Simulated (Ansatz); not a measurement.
An elastic constant from a strain scan in Ge

Level of theory: Ansatz, DFT PBEsol, scalar-relativistic, plane waves, PAW. The runs took a 420 eV cutoff, a Γ-centred 12×12×8 mesh and Gaussian smearing (0.15 eV). No spin polarisation. Energies are free energies at this smearing, counted from the undisturbed cell; pressure is positive in compression.

Reference structure (relaxed at this level; this form isn't the usual structure):

```
CELL_PARAMETERS angstrom
3.99697 0.00000 0.00000
-1.99848 3.46148 0.00000
0.00000 0.00000 6.59637
ATOMIC_POSITIONS crystal
Ge 0.66667 0.33333 0.06291
Ge 0.33333 0.66667 0.56291
Ge 0.66667 0.33333 0.43709
Ge 0.33333 0.66667 0.93709
```

The cell is strained by ε times the Voigt pattern (1, 0, 0, 0, 0, 0) (xx, yy, zz, yz, xz, xy; engineering shear) with fractional coordinates fixed. The cell holds 4 atoms in V0 = 91.26 Å³. The stress column is τ = (1/V0) dE/dε, got from the stress tensor σ (compression positive) at each point as −det(1 + εP) σ : P(1 + εP)⁻¹, with P the pattern as a tensor.

```
      ε  ΔE (meV/atom)  τ (GPa)
-0.0600         49.315  -12.475
-0.0450         26.646   -8.816
-0.0300         11.383   -5.537
-0.0150          2.740   -2.612
 0.0000          0.000   -0.004
 0.0150          2.525    2.323
 0.0300          9.744    4.393
 0.0450         21.123    6.222
 0.0525         28.216    7.051
 0.0600              ?        ?
```

Task: Which combination of elastic constants does this scan measure, and how large is it?

Result: For small ε, τ = τ0 + Kε with K = pᵀCp, which for this pattern is C11 in the Cartesian frame shown. The parabola through τ at ε = -0.0150, 0 and 0.0150 has slope K = 164 GPa at zero. The energies per cell, E = NΔE, of the same two points give K = 2[E(ε₊)/ε₊ − E(ε₋)/ε₋]/[(ε₊ − ε₋)V0] = 164 GPa, in agreement. These are clamped-ion values.

Task: Predict the withheld row at ε = 0.0600 from the harmonic law, and compare.

Result: ΔE = V0(τ0 ε + Kε²/2)/N = 42.129 meV/atom and τ = 9.87 GPa. The calculation gives 36.168 meV/atom and 7.83 GPa: the energy lies 14 % below the harmonic value, as bonds soften when stretched.

Forces appear on the atoms along this scan, and letting them relax would lower the energy and soften the response. In a metal these slopes depend on the k mesh and the smearing.